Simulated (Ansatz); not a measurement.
# InP: band edges up the ladder

One table from this session's results is given with a row withheld; the runs are named, their logs left out.

The COD entry's cell or inner coordinates are ideal or old and differ from later refinements, so a difference from it is no clean test against experiment.

Computed with Ansatz 0.2.0 (DFT PBEsol, scalar-relativistic, plane waves, PAW, unless a step's input says otherwise).

That is the level of the relaxation; later steps name their own.

2 further runs of the same task are left out: 2 set aside as unsound or not needed.

## The system as given

Symmetry: F-43m, No. 216, cubic system. Conventional cell: a = 5.878 Å, b = 5.878 Å, c = 5.878 Å, α = 90.00°, β = 90.00°, γ = 90.00°. In (site symmetry -43m) is surrounded by 4 P at 2.55 Å. P (site symmetry -43m) has 4 In at 2.55 Å as nearest neighbours.

Coordinates:

```xyz
2
Lattice="0.0000 2.9391 2.9391 2.9391 0.0000 2.9391 2.9391 2.9391 0.0000" Properties=species:S:1:pos:R:3 pbc="T T T"
In    0.0000    0.0000    0.0000
P     1.4695    1.4695    1.4695
```

It is the result of an earlier relaxation at this level (volume 25.39 Å³/atom; gap on the mesh: 0.57 eV).

Set-up of the first run:

Input file input.yaml:

```yaml
crystal:
  lattice:
    - [0.0, 2.9390910317, 2.9390910317]
    - [2.9390910317, 0.0, 2.9390910317]
    - [2.9390910317, 2.9390910317, 0.0]
  atoms:
    - { symbol: In, position: [0.0, 0.0, 0.0] }
    - { symbol: P, position: [0.25, 0.25, 0.25] }
basis:
  ecutwfc: 420
kpoints:
  mp_grid: { grid: [10, 10, 10] }
  band_path: { path: [VBM, CBM], npoints: 2 }
hamiltonian:
  xc: pbesol
scf:
  occupations: { method: gaussian, width: 0.02 }
output:
  forces: true
  stress: true
  eigenvalues: true
```

Started as:

```bash
$ ansatz run input.yaml --threads 2 --pin off --max-ram 5120MiB --backend cpu --events-out ev --progress --plain --runs-dir out
```

Steps of the session up to this table: Band edges over the whole zone; The run at PBEsol, 250 eV and coarse mesh; Levels with LDA; Levels with PBE0; Levels with Hartree-Fock.

One table of the session follows, with a row left open; its other results are not shown here.

| level | gap (eV) | least direct gap (eV) |
| --- | --- | --- |
| PBEsol, 250 eV and coarse mesh | 0.61 | 0.61 |
| LDA | 0.43 | 0.43 |
| PBE0 | 2.06 | 2.06 |
| Hartree-Fock | ? | ? |

**Question.** Estimate the row for Hartree-Fock.

As computed: gap (eV): 7.12; least direct gap (eV): 7.12. In the column «gap (eV)» it is the highest.

Gaps are by band count over the mesh and the named points; a gap of 0 means that the bands overlap or touch.

Limits of these values: Warnings in the runs' records: cutoff below recommended.
